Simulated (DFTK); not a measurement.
Runs of DFTK 0.8.2 on SnSe2. Symmetry: P-3m1, No. 164, trigonal system. The conventional cell has a = 3.811 Å, b = 3.811 Å, c = 6.136 Å, α = 90.00°, β = 90.00°, γ = 120.00°. Around Sn (site symmetry -3m) lie 6 Se at 2.68 Å. Around Se (site symmetry 3m) lie 3 Sn at 2.68 Å. 

| task | level | potentials or basis | k mesh | cutoff (eV) | valence electrons | SCF tolerance on the density | symmetries used | SCF solver | mesh quality | gap on the mesh (eV) | pressure (GPa) | largest force (eV/Å) |
| --- | --- | --- | --- | --- | --- | --- | --- | --- | --- | --- | --- | --- |
| single point | HSE06 | cp2k.nc.sr.pbe.v0_1.semicore.gth (PBE, GTH) | 2 × 2 × 1 | 599 | Se 6, Sn 4 | 1e-05 | no | - | coarse | 1.99 | - | 1.46 |
| band structure | TASK | SG15 1.2 (PBE) | 5 × 5 × 3 | 1225 | Se 6, Sn 14 | 1e-06 | - | ScfAndersonSolver | not flagged | 0.95 | (c) | 0.48 |
| single point | PBEsol | dojo.nc.sr.pbesol.v0_4_1.standard.upf (PBEsol) | 8 × 8 × 5 | 1170 | Se 16, Sn 14 | 1e-06 | - | - | not flagged | 0.72 | 2.7 | (b) |
| single point | PBE | dojo.nc.sr.pbe.v0_4_1.standard.upf (PBE) | 8 × 8 × 5 | 1170 | Se 16, Sn 14 | 1e-06 | - | - | not flagged | 0.79 | (a) | 0.82 |

Alike in all rows: no spin polarisation; cell as given; smearing fermi-dirac 0.05 eV.

**Question.** Estimate the missing entries.

**Answer.** (a) 5.7; (b) 0.63; (c) 8.5.

Caveats: some runs use coarse meshes; spin-orbit coupling is left out, which moves the levels of the heavy elements; an odd mesh through Γ misses points on the zone boundary, where band edges often lie (some runs); this functional lacks dispersion, which binds the layers, so the pressure and a relaxed spacing across them are unreliable (some runs); the potentials were made for another functional, which shifts forces and pressure (some runs); GTH potentials come without recommended cutoffs, and this one wasn't checked for convergence (some runs); this program's HSE differs a little from the usual definition (some runs).

A k mesh can miss the band edges, and the runs leave out spin-orbit coupling on Se, Sn.

Not every run made on this cell is shown here.
